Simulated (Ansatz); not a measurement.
# diamond against fcc along group 5

Theory: Ansatz 0.2.0, DFT, PBE, plane waves (420 eV) with PAW, scalar-relativistic.

Each structure is relaxed within its symmetry, in the lowest magnetic state of the tried starts. Differences under about 8 meV lie within the error of the k-point mesh.

| element | E(diamond) − E(fcc) (meV/atom) | V(diamond) (Å³/atom) | V(fcc) (Å³/atom) | state of diamond | state of fcc |
| --- | --- | --- | --- | --- | --- |
| V | 2058 | 20.44 | 13.90 | ferromagnetic | non-magnetic |
| Nb | 2208 | 25.78 | 18.79 | non-magnetic | non-magnetic |
| Ta | 2657 | 28.46 | 18.83 | spin not included | spin not included |
